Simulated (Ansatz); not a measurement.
# Dielectric response of BeS (110) films, part 4 of 4

Aim: the electronic and static ε of zincblende BeS (110) from films of three thicknesses in a field.

Ansatz 0.2.0; plane-wave DFT, PBEsol, Ansatz PAW.

So far, distance between the outer atoms (Å): step 6 (response with the atoms held, 10 atoms, units 5) 7.00; step 9 (ions relaxed) 7.00; step 14 (16 atoms, units 8) 12.1.

### 18. Single point, 24 atoms, units 12, field 0.1 V/Å

Contents of input.yaml:

```yaml
crystal:
  lattice:
    - [3.44361002, 0.0, 0.0]
    - [0.0, 4.87, 0.0]
    - [0.0, 0.0, 36.9398551341]
  atoms:
    - { symbol: Be, position: [0.5, 0.5612227235, 0.2567916171] }
    - { symbol: S, position: [0.0, 0.7539114558, 0.24363178] }
    - { symbol: Be, position: [0.0, -0.0077179388, 0.2905957924] }
    - { symbol: S, position: [0.5, 0.2412679058, 0.2922702468] }
    - { symbol: Be, position: [0.5, 0.4942678488, 0.3388140829] }
    - { symbol: S, position: [0.0, 0.7448420443, 0.3381444136] }
    - { symbol: Be, position: [0.0, -0.0061016032, 0.3844621284] }
    - { symbol: S, position: [0.5, 0.2429945051, 0.3847059569] }
    - { symbol: Be, position: [0.5, 0.4944530612, 0.4308188658] }
    - { symbol: S, position: [0.0, 0.7432984498, 0.4307166933] }
    - { symbol: Be, position: [0.0, -0.0056775438, 0.4768899427] }
    - { symbol: S, position: [0.5, 0.2432390817, 0.4769472603] }
    - { symbol: Be, position: [0.5, 0.4943224592, 0.5231100592] }
    - { symbol: S, position: [0.0, 0.7432390825, 0.5230527386] }
    - { symbol: Be, position: [0.0, -0.0055469314, 0.5691811354] }
    - { symbol: S, position: [0.5, 0.2432984526, 0.569283306] }
    - { symbol: Be, position: [0.5, 0.4938984032, 0.6155378719] }
    - { symbol: S, position: [0.0, 0.7429945084, 0.6152940435] }
    - { symbol: Be, position: [0.0, -0.0057321497, 0.6611859169] }
    - { symbol: S, position: [0.5, 0.2448420445, 0.6618555868] }
    - { symbol: Be, position: [0.5, 0.4922820591, 0.7094042073] }
    - { symbol: S, position: [0.0, 0.7412679043, 0.7077297529] }
    - { symbol: Be, position: [0.0, 0.0612227218, 0.7432083823] }
    - { symbol: S, position: [0.5, 0.253911455, 0.7563682191] }
kpoints:
  mp_grid: { grid: [8, 6, 1] }
hamiltonian:
  xc: pbesol
scf:
  occupations: { method: fixed }
  convergence: { dr2_threshold: 1.0e-10 }
efield:
  axis: 3
  dipole_correction: true
  ramp_position: 0.97
  ramp_width: 0.06
  amplitude: 0.1
output:
  write_potential: true
  write_density: true
  volumetric_format: npy
```

On the command line:

```
> ansatz run input.yaml --threads 4 --pin off --max-ram 6144MiB --backend cpu --events-out ev --progress --plain --runs-dir out
```

Numbers of over 12 decimals in the logs are rounded to 6 here.

Log:

```text
[...]
Crystal: 24 atoms, lattice volume = 619.495 Å³
Basis set: ecut = 420 eV, 12037 PW (Γ)
Bands: 72, of which v1, the nominal top of the filled ones, is band 48 counted from 1 (47 counted from 0)
Symmetry: 2 space group operations
k-points: 20 of 48 (time reversal used)
[...]
k-point 0: bands = [... 44 lower, -0.1231, -0.0747, 0.0162, 0.0537, 3.0991, 3.4848, 3.9559, 4.4574, ... 20 higher]
  k-point 1: bands = [... 44 lower, -0.3137, -0.2348, -0.2046, -0.0596, 3.3008, 3.6725, 4.1256, 4.5965, ... 20 higher]
  k-point 2: bands = [... 44 lower, -0.7182, -0.6580, -0.5265, -0.2439, 3.8141, 4.1438, 4.5288, 4.7797, ... 20 higher]
  k-point 19: bands = [... 44 lower, -1.0856, -0.9364, -0.7037, -0.3988, 4.0497, 4.3883, 5.5790, 5.5895, ... 20 higher]
[key lines of the parts left out:]
SCF converged after 12 iterations
Free energy (F): -11727.721280 eV
Fermi energy:    0.053675 eV
Dipole field:    D = 0.046769 V/Å  (p = 0.160115 e·Å, saw-weighted, corrected)
```

The job ended after 45 s (4 threads of Arm Neoverse V1, shared host; peak memory 1.7 GiB).

The dipole is 0.160 e·Å, and the gap on the mesh 2.491 eV.

### 19. Atoms held, 24 atoms, units 12, field -0.1 V/Å

input.yaml, as its differences from that of step 18:

```diff
@@ -42,3 +42,3 @@
   ramp_width: 0.06
-  amplitude: 0.1
+  amplitude: -0.1
 output:
```

Log:

```text
[...]
Crystal: 24 atoms, lattice volume = 619.495 Å³
Basis set: ecut = 420 eV, 12037 PW (Γ)
Bands: 72, of which v1, the nominal top of the filled ones, is band 48 counted from 1 (47 counted from 0)
Symmetry: 2 space group operations
k-points: 20 of 48 (time reversal used)
[...]
k-point 0: bands = [... 44 lower, -0.1231, -0.0747, 0.0162, 0.0537, 3.0991, 3.4848, 3.9559, 4.4574, ... 20 higher]
  k-point 1: bands = [... 44 lower, -0.3137, -0.2348, -0.2046, -0.0596, 3.3008, 3.6725, 4.1256, 4.5965, ... 20 higher]
  k-point 2: bands = [... 44 lower, -0.7182, -0.6580, -0.5265, -0.2439, 3.8141, 4.1438, 4.5288, 4.7797, ... 20 higher]
  k-point 19: bands = [... 44 lower, -1.0856, -0.9364, -0.7037, -0.3988, 4.0497, 4.3883, 5.5790, 5.5895, ... 20 higher]
[key lines of the parts left out:]
SCF converged after 12 iterations
Free energy (F): -11727.721280 eV
Fermi energy:    0.053675 eV
Dipole field:    D = -0.046769 V/Å  (p = -0.160115 e·Å, saw-weighted, corrected)
```

The job ended after 45 s (4 threads; peak memory 1.7 GiB; 2.9 min of CPU time).

The dipole is -0.160 e·Å, and the gap on the mesh 2.491 eV.

### 20. Response with the atoms held, 24 atoms, units 12

This step: plane-wave DFT, PBEsol, Ansatz PAW; response to a field along the normal, atoms held (Ansatz 0.2.0).

Local field over the applied field, running mean. From the potentials at -0.1 and 0.1 V/Å; running mean over 1.722 Å, taken twice. Local field over applied field against z:

z (Å), local field over applied field and a bar from the least value:
```
        5      0.998 ##############################
        6      0.979 #############################
        7      0.865 #########################
        8      0.575 ###############
        9      0.273 ####
       10      0.170 
       11      0.182 
       12      0.183 
       13      0.182 
       14      0.185 #
       15      0.186 #
       16      0.186 #
       17      0.187 #
       18      0.187 #
       19      0.187 #
       20      0.187 #
       21      0.186 #
       22      0.186 #
       23      0.185 #
       24      0.182 
       25      0.183 
       26      0.181 
       27      0.171 
       28      0.287 ####
       29      0.596 ###############
       30      0.877 ##########################
       31      0.981 #############################
       32      0.998 ##############################
```

The induced dipole is that of a conductor 17.28 Å thick.

### 21. Field on, atoms free, 24 atoms, units 12, field 0.05 V/Å

This step: plane-wave DFT, PBEsol, Ansatz PAW (Ansatz 0.2.0).

The same pair of relaxations in the field for this thickness.

input.yaml, as its differences from that of step 19:

```diff
@@ -42,3 +42,6 @@
   ramp_width: 0.06
-  amplitude: -0.1
+  amplitude: 0.05
+relax:
+  f_tol: 0.0006
+  max_steps: 70
 output:
```

Log:

```text
[...]
Crystal: 24 atoms, lattice volume = 619.495 Å³
Basis set: ecut = 420 eV, 12037 PW (Γ), exchange–correlation on 48×72×500 points (8 copies of the dense FFT grid, shifted against one another)
Bands: 72, of which v1, the nominal top of the filled ones, is band 48 counted from 1 (47 counted from 0)
Symmetry: 2 space group operations
k-points: 20 of 48 (time reversal used)
[...]
- { symbol: Be, position: [0.500000, 0.494026, 0.615551] }
    - { symbol: S, position: [0, 0.743121, 0.615279] }
    - { symbol: Be, position: [0, -0.00556435, 0.661203] }
    - { symbol: S, position: [0.500000, 0.245007, 0.661833] }
    - { symbol: Be, position: [0.500000, 0.492461, 0.709418] }
    - { symbol: S, position: [0, 0.741494, 0.707720] }
    - { symbol: Be, position: [0, 0.061364, 0.743248] }
    - { symbol: S, position: [0.500000, 0.254182, 0.756346] }
[key lines of the parts left out:]
SCF converged after 6 iterations
Free energy (F): -11727.715024 eV
Fermi energy:    0.002506 eV
Dipole field:    D = 0.024805 V/Å  (p = 0.084921 e·Å, saw-weighted, corrected)
```

Run time: 92 s. Hardware: 4 threads; peak memory 1.5 GiB; 6 min of CPU time.

Hardly anything moved in the relaxation; the energy changed by under 0.2 meV an atom.

The relaxation took 4 steps and lowered the energy by 1.2e-4 eV; the largest force on the free atoms ends at 4.9e-4 eV/Å.

The dipole is 0.0849 e·Å, and the gap on the mesh 2.627 eV.

### 22. Field on, atoms free, 24 atoms, units 12, field -0.05 V/Å

The opposite sign, again from the field-free geometry; the difference of the two cancels what relaxes without a field.

input.yaml, as its differences from that of step 21:

```diff
@@ -42,3 +42,3 @@
   ramp_width: 0.06
-  amplitude: 0.05
+  amplitude: -0.05
 relax:
```

Log:

```text
[...]
Crystal: 24 atoms, lattice volume = 619.495 Å³
Basis set: ecut = 420 eV, 12037 PW (Γ), exchange–correlation on 48×72×500 points (8 copies of the dense FFT grid, shifted against one another)
Bands: 72, of which v1, the nominal top of the filled ones, is band 48 counted from 1 (47 counted from 0)
Symmetry: 2 space group operations
k-points: 20 of 48 (time reversal used)
[...]
- { symbol: Be, position: [0.500000, 0.493782, 0.615526] }
    - { symbol: S, position: [0, 0.742870, 0.615311] }
    - { symbol: Be, position: [0, -0.00590339, 0.661169] }
    - { symbol: S, position: [0.500000, 0.244676, 0.661879] }
    - { symbol: Be, position: [0.500000, 0.492094, 0.709391] }
    - { symbol: S, position: [0, 0.741046, 0.707743] }
    - { symbol: Be, position: [0, 0.061081, 0.743172] }
    - { symbol: S, position: [0.500000, 0.253646, 0.756393] }
[key lines of the parts left out:]
SCF converged after 6 iterations
Free energy (F): -11727.715024 eV
Fermi energy:    0.002507 eV
Dipole field:    D = -0.024805 V/Å  (p = -0.084921 e·Å, saw-weighted, corrected)
```

Wall time 92 s (4 threads); peak memory 1.5 GiB; 6 min of CPU time.

No atom moved by 0.005 Å in the relaxation.

The relaxation took 4 steps and lowered the energy by 1.2e-4 eV; the largest force on the free atoms ends at 4.9e-4 eV/Å.

The dipole is -0.0849 e·Å, and the gap on the mesh 2.627 eV.

### 23. Response with the atoms relaxed, 24 atoms, units 12

This step: plane-wave DFT, PBEsol, Ansatz PAW; response to a field along the normal, atoms relaxed (Ansatz 0.2.0).

This step gave:

```yaml
equivalent_conductor_thickness_p_eps_0ae: 18.33 Å
inner_field_over_outer_field: 0.1379
local_eps_in_the_middle: 7.251
```

Local field over the applied field, running mean. From the potentials at -0.05 and 0.05 V/Å; running mean over 1.722 Å, taken twice. Table of local field over applied field by z:

z (Å), local field over applied field and a bar:
```
        5      0.998 ##############################
        6      0.977 #############################
        7      0.842 #########################
        8      0.590 #################
        9      0.243 ######
       10      0.051 
       11      0.128 ##
       12      0.162 ####
       13      0.143 ###
       14      0.129 ##
       15      0.138 ###
       16      0.140 ###
       17      0.136 ###
       18      0.138 ###
       19      0.138 ###
       20      0.136 ###
       21      0.140 ###
       22      0.137 ###
       23      0.129 ##
       24      0.144 ###
       25      0.163 ####
       26      0.121 ##
       27      0.050 
       28      0.266 #######
       29      0.610 ##################
       30      0.854 #########################
       31      0.980 #############################
       32      0.998 ##############################
```

The induced dipole is that of a conductor 18.33 Å thick.

### 24. Electronic ε from the series

This step: plane-wave DFT, PBEsol, Ansatz PAW; permittivity from the thickness series, atoms held (Ansatz 0.2.0).

Each added layer adds t(1 − 1/ε) to the dipole term, so the slope against thickness gives ε without a choice of where the film ends.

Numbers from this step:

- slope: 0.8132
- intercept of the fit: 1.873 Å
- ε of the interior: 5.355

The equivalent conductor thickness by distance between the outer atoms:

| distance between the outer atoms (Å) | equivalent conductor thickness (Å) |
| --- | --- |
| 7.00 | 7.57 |
| 12.12 | 11.7 |
| 18.94 | 17.3 |

By hand, from the thinnest and the thickest film: slope = (17.276 − 7.566) / (18.940 − 7.001) = 0.813, so ε = 1/(1 − 0.813) = 5.36.

### 25. Static ε from the series

This step: plane-wave DFT, PBEsol, Ansatz PAW; permittivity from the thickness series, atoms relaxed (Ansatz 0.2.0).

The same fit for the relaxed films. The nearer its slope lies to 1, the more ε hangs on small errors.

Numbers from this step:

- slope: 0.8616
- intercept of the fit: 2.006 Å
- ε of the interior: 7.226

The equivalent conductor thickness by distance between the outer atoms:

| distance between the outer atoms (Å) | equivalent conductor thickness (Å) |
| --- | --- |
| 7.00 | 8.04 |
| 18.94 | 18.3 |

By hand, from the thinnest and the thickest film: slope = (18.326 − 8.038) / (18.941 − 7.001) = 0.862, so ε = 1/(1 − 0.862) = 7.23. One nm of such a film has the capacitance of 3.9/7.23 = 0.54 nm of SiO₂ (its equivalent oxide thickness).

### 26. A changed input: scf.mixing.algorithm = "broyden" and scf.mixing.beta = 0.1

This step: plane-wave DFT, PBEsol, Ansatz PAW (Ansatz 0.2.0).

System of this step: BeS (110), 5 units. The cell holds 10 atoms: 5 Be and 5 S. Cell: a = 3.444 Å, b = 4.870 Å, c = 24.887 Å, α = 90.0°, β = 90.0°, γ = 90.0°. It derives from BeS (zincblende BeS). Vacuum lies along c.

A run with a changed input: it repeats the earlier run at 0.1 V/Å, 5 units with scf.mixing.algorithm to broyden and scf.mixing.beta to 0.1.

Contents of input.yaml:

```yaml
crystal:
  lattice:
    - [3.44361002, 0.0, 0.0]
    - [0.0, 4.87, 0.0]
    - [0.0, 0.0, 24.8872200488]
  atoms:
    - { symbol: Be, position: [0.5, 0.5527337539, 0.3787666306] }
    - { symbol: S, position: [0.0, 0.7454706357, 0.3593528573] }
    - { symbol: Be, position: [0.0, -0.0169738456, 0.4292230338] }
    - { symbol: S, position: [0.5, 0.2323098018, 0.4312985597] }
    - { symbol: Be, position: [0.5, 0.4852808492, 0.5000000007] }
    - { symbol: S, position: [0.0, 0.7376381661, 0.4999999982] }
    - { symbol: Be, position: [0.0, -0.0169737738, 0.5707769657] }
    - { symbol: S, position: [0.5, 0.2323098674, 0.5687014373] }
    - { symbol: Be, position: [0.5, 0.5527338212, 0.6212333724] }
    - { symbol: S, position: [0.0, 0.7454707241, 0.6406471444] }
kpoints:
  mp_grid: { grid: [8, 6, 1] }
hamiltonian:
  xc: pbesol
scf:
  occupations: { method: fixed }
  convergence: { dr2_threshold: 1.0e-10 }
  mixing: { algorithm: broyden, beta: 0.1 }
efield:
  axis: 3
  dipole_correction: true
  ramp_position: 0.97
  ramp_width: 0.06
  amplitude: 0.1
output:
  write_potential: true
  write_density: true
  volumetric_format: npy
```

Log:

```text
[...]
Crystal: 10 atoms, lattice volume = 417.368 Å³
Basis set: ecut = 420 eV, 8097 PW (Γ)
Bands: 30, of which v1, the nominal top of the filled ones, is band 20 counted from 1 (19 counted from 0)
Symmetry: 2 space group operations
k-points: 20 of 48 (time reversal used)
[...]
SCF iter   1: F=—  HF=-4886.855914 eV  |F-HF|=—  |Δ(HF+E_count)|=         —  Δρ=2.76e-2  dr2=3.91e0  ethr=3.10e-3  p=0.082 e·Å  D=3.54e-2 V/Å  ΔV_dip=-0.88 eV  dr2_dipole=7.49e-4  V_vac-E_F(+/−)=9.05/7.67 eV  ⟨swp⟩=6.1  Hψ=3119  notcnv=0  defer=139
[...]
SCF iter  19: F=-4885.616197 eV  HF=-4885.616197 eV  |F-HF|=1.18e-11  |Δ(HF+E_count)|=  3.50e-10  Δρ=1.20e-7  dr2=9.05e-11  ethr=1.00e-12  p=0.070 e·Å  D=3.04e-2 V/Å  ΔV_dip=-0.76 eV  dr2_dipole=8.62e-12  V_vac-E_F(+/−)=7.27/5.77 eV  ⟨swp⟩=18.2  Hψ=4393  notcnv=0
SCF 1 converged in 19 iterations: F = -4885.616197 eV  dr2 = 9.05e-11
[...]
SCF converged after 19 iterations
[...]
Free energy (F): -4885.616197 eV
[...]
Internal energy: -4885.616197 eV  (E = F + TS)
E sigma→0 (E₀):  -4885.616197 eV
Fermi energy:    -2.552432 eV
Dipole field:    D = 0.030405 V/Å  (p = 0.070129 e·Å, saw-weighted, corrected)
Work function:   not extracted (applied field tilts the vacuum); planar V_es + V_field profile in the machine report
[...]
--- Band table (eV; the first three rows and the last of 20) ---
  k-point 0: bands = [... 16 lower, -2.9144, -2.8721, -2.6913, -2.5524, 0.8708, 2.0971, 2.1863, 2.6825, ... 6 higher]
  k-point 1: bands = [... 16 lower, -3.0297, -2.9688, -2.7919, -2.7056, 1.0501, 2.2154, 2.3261, 2.6368, ... 6 higher]
  k-point 2: bands = [... 16 lower, -3.3587, -3.3082, -3.1574, -2.7192, 1.4896, 2.3990, 2.4553, 2.8469, ... 6 higher]
  k-point 19: bands = [... 16 lower, -3.9398, -3.8801, -3.1520, -2.8969, 1.5427, 1.9794, 3.3795, 3.4579, ... 6 higher]
```

Elapsed: 12 s, on 4 threads; peak memory 0.77 GiB.

This step gave:

- gap on the k-mesh: 2.552 eV
- dipole along the normal: 0.07013 e·Å

| quantity | this run | earlier run | difference |
| --- | --- | --- | --- |
| dipole along the normal (e·Å) | 0.07013 | 0.07012 | 5.7e-6 |
| gap on the k-mesh (eV) | 2.552 | 2.552 | -1.6e-6 |

Nothing in the table moves by 0.01 in its unit (for the dipole 0.5 % and 5e-5 e·Å). The run took 19 SCF cycles against 12.

### 27. The same run with other settings

Another changed input: it repeats the earlier run at 0.1 V/Å, 5 units with scf.occupations.method from fixed to tetrahedron_uncorrected, accuracy to high and scf.mixing.preconditioner to none.

input.yaml, as its differences from that of step 26:

```diff
@@ -21,5 +21,5 @@
 scf:
-  occupations: { method: fixed }
+  occupations: { method: tetrahedron_uncorrected }
   convergence: { dr2_threshold: 1.0e-10 }
-  mixing: { algorithm: broyden, beta: 0.1 }
+  mixing: { preconditioner: none }
 efield:
@@ -34 +34,2 @@
   volumetric_format: npy
+accuracy: high
```

Log:

```text
band count auto-derived: 31 (N_el = 40.0; filled up to band 20; 30 by the electrons, moments and atoms)
[...]
Crystal: 10 atoms, lattice volume = 417.368 Å³
Basis set: ecut = 420 eV, 8097 PW (Γ)
Bands: 31, of which v1, the nominal top of the filled ones, is band 20 counted from 1 (19 counted from 0)
Symmetry: 2 space group operations
k-points: 20 of 48 (time reversal used)
[...]
SCF iter   1: F=—  HF=-4886.855414 eV  |F-HF|=—  |Δ(HF+E_count)|=         —  Δρ=2.76e-2  dr2=3.91e0  ethr=3.10e-3  p=0.082 e·Å  D=3.54e-2 V/Å  ΔV_dip=-0.88 eV  dr2_dipole=7.45e-4  V_vac-E_F(+/−)=9.06/7.67 eV  ⟨swp⟩=13.2  Hψ=4754  notcnv=0  defer=15
[...]
SCF iter  13: F=-4885.616074 eV  HF=-4885.616074 eV  |F-HF|=4.46e-11  |Δ(HF+E_count)|=  3.46e-10  Δρ=8.55e-8  dr2=2.82e-11  ethr=1.00e-12  p=0.070 e·Å  D=3.04e-2 V/Å  ΔV_dip=-0.76 eV  dr2_dipole=9.57e-14  V_vac-E_F(+/−)=7.28/5.77 eV  ⟨swp⟩=10.5  Hψ=2618  notcnv=0
SCF 1 converged in 13 iterations: F = -4885.616074 eV  dr2 = 2.82e-11
[...]
SCF converged after 13 iterations
[...]
Free energy (F): -4885.616074 eV
[...]
Internal energy: -4885.616074 eV  (E = F + TS)
E sigma→0 (E₀):  -4885.616074 eV
Fermi energy:    -2.552494 eV
Dipole field:    D = 0.030403 V/Å  (p = 0.070125 e·Å, saw-weighted, corrected)
Work function:   not extracted (applied field tilts the vacuum); planar V_es + V_field profile in the machine report
[...]
--- Band table (eV; the first three rows and the last of 20) ---
  k-point 0: bands = [... 16 lower, -2.9145, -2.8722, -2.6914, -2.5525, 0.8708, 2.0971, 2.1858, 2.6819, ... 7 higher]
  k-point 1: bands = [... 16 lower, -3.0297, -2.9688, -2.7920, -2.7057, 1.0501, 2.2153, 2.3257, 2.6363, ... 7 higher]
  k-point 2: bands = [... 16 lower, -3.3588, -3.3083, -3.1575, -2.7192, 1.4895, 2.3987, 2.4550, 2.8466, ... 7 higher]
  k-point 19: bands = [... 16 lower, -3.9398, -3.8801, -3.1521, -2.8970, 1.5426, 1.9793, 3.3794, 3.4579, ... 7 higher]
```

Run time: 9.9 s. Hardware: 4 threads; peak memory 0.79 GiB.

This step gave:

```
dipole along the normal : 0.07012 e·Å
```

| quantity | this run | earlier run | difference |
| --- | --- | --- | --- |
| dipole along the normal (e·Å) | 0.07012 | 0.07012 | 1.5e-6 |
| gap on the k-mesh (eV) | 2.552 | 2.552 | -8.8e-6 |

Nothing in the table moves by 0.01 in its unit (for the dipole 0.5 % and 5e-5 e·Å). The run took 13 SCF cycles against 12.

### 28. Summary of results

```json
{"electronic ε from the thickness series": "5.35", "static ε from the thickness series": "7.23", "local electronic ε, middle of 12 units": "5.36"}
```

What this shows: The films give an electronic ε of 5.35 and a static ε of 7.23. The slope of the series and the field inside the thickest film give 5.35 and 5.36, in agreement. Ions raise ε from 5.35 to 7.23. The static value rests on two thicknesses alone. The in-plane lattice constants are held at typed bulk values. Semilocal functionals tend to overestimate the electronic ε a little.

[Logs are printed without paths, hosts, clocks, repeated set-up lines and the standing remarks that a program may print on its own settings, such as how far it seeks lower states.]

[Hosts, paths, dates, database ids (printed as entryN), source tags and the programs' standing remarks are cut or masked in the printed files.]

[Maps of the electrostatic potential energy from Ansatz leave out the sawtooth potential of an applied field or a dipole correction, so their vacuum need not be flat; planar profiles and work functions include it.]
